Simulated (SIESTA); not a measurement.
Runs of SIESTA 5.4.2 on WS2. The cell holds a slab with vacuum, 3 atoms: a = 3.184 Å, b = 3.184 Å, c = 16.951 Å, α = 90.00°, β = 90.00°, γ = 120.00°. 

| task | level | potentials or basis | cell | gap on the mesh (eV) | V0 of scaled cells (Å³/atom) | B0 (GPa) | largest force (eV/Å) |
| --- | --- | --- | --- | --- | --- | --- | --- |
| single point | PBE | PseudoDojo 0.4 standard (PBE files), DZP (energy shift 0.003 Ry; two zetas on semicore shells) | as given | 2.00 | - | - | (b) |
| equation of state | LDA | PseudoDojo 0.4 standard (LDA files), DZP (energy shift 0.003 Ry; two zetas on semicore shells) | as given | - | 48.78 | 63 | - |
| single point | PBE | PseudoDojo 0.4 standard (PBE files), DZP (energy shift 0.003 Ry; two zetas on semicore shells) | atoms moved at random, drawn with an rms of 0.05 Å | 1.92 | - | - | 1.98 |
| equation of state | PBEsol | PseudoDojo 0.4 standard (PBEsol files), DZP (energy shift 0.003 Ry; two zetas on semicore shells) | as given | - | 49.71 | (a) | - |

Alike in all rows: no spin polarisation; k mesh 10 × 10 × 2; smearing fermi-dirac 0.05 eV; grid cutoff 800 Ry; energy shift 0.003 Ry.

Task: Fill in the values left out.

Result: (a) 60; (b) 0.69.

Caveats: short orbitals over semicore shells can move pressures by several GPa; the basis of atomic orbitals isn't converged, which shifts pressures, moduli and gaps; spin-orbit coupling is left out, which moves the levels of the heavy elements (some runs); the cell was scaled at fixed shape and fractional positions, which overstates the stiffness of a crystal with free parameters, most of all of layers and chains (some runs).

A k mesh can miss the band edges, and the runs leave out spin-orbit coupling on W.
